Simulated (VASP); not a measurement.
Write the native input for VASP 6.6.1 that does the following.

```
Task                   : single point
Functional             : PBE
Potentials or basis    : VASP PAW PBE potentials, release 64 (Hf_pv)
Cutoff                 : 520 eV
k mesh                 : 3 × 3 × 3
Occupations            : methfessel-paxton, width 0.15 eV
Spin                   : no spin polarisation
Dipole correction      : no
Further INCAR settings : ALGO = Fast; EDIFF = 1e-06; NBANDS = 44
```

The structure of Hf (a cell with a defect) lies in POSCAR:

```
Hf
1.0
   -3.6304740000      3.6304740000      3.6304740000
    3.6304740000     -3.6304740000      3.6304740000
    3.6304740000      3.6304740000     -3.6304740000
Hf
7
Direct
    0.0288135929     -0.0034017597     -0.0019586974
   -0.1339110265     -0.0265295937      0.4892635232
    0.1210708299      0.5765676879      0.1050153506
   -0.0241779724      0.5135914759      0.5020911870
    0.5163132968     -0.0397919115     -0.0913595580
    0.5084016577      0.4730902907     -0.0039757894
    0.4981450081      0.5054232588      0.5018277228
```

The input as run:

INCAR

```
SYSTEM = Hf
PREC = Accurate
ENCUT = 520
EDIFF = 1E-6
ISMEAR = 1
SIGMA = 0.15
LREAL = .False.
LASPH = .True.
NELM = 80
ALGO = Fast
ISIF = 2
LWAVE = .False.
LCHARG = .True.
GGA = PE
LELF = .True.
LVHAR = .True.
NBANDS = 44
```

KPOINTS

```
Automatic mesh
0
Gamma
  3 3 3
  0 0 0
```

Potentials or basis: VASP PAW PBE potentials, release 64 (Hf_pv).

Launch:

```sh
$ cat potpaw_PBE.64/Hf_pv/POTCAR > POTCAR
$ mpirun -np 1 vasp_std > vasp.out
```

Results of the run:

```json
{"Pressure": "-9.8 GPa", "Largest force": "0.072 eV/Å", "Band gap on the k mesh": "none (metal or under the smearing width)"}
```

Caveat: the k mesh is coarse (spacing up to 0.41 Å⁻¹), so the values aren't converged.

It took 3.1 min on 1 thread of Intel(R) Xeon(R) 6975P-C (Granite Rapids) (shared host), peak memory 0.35 GiB.
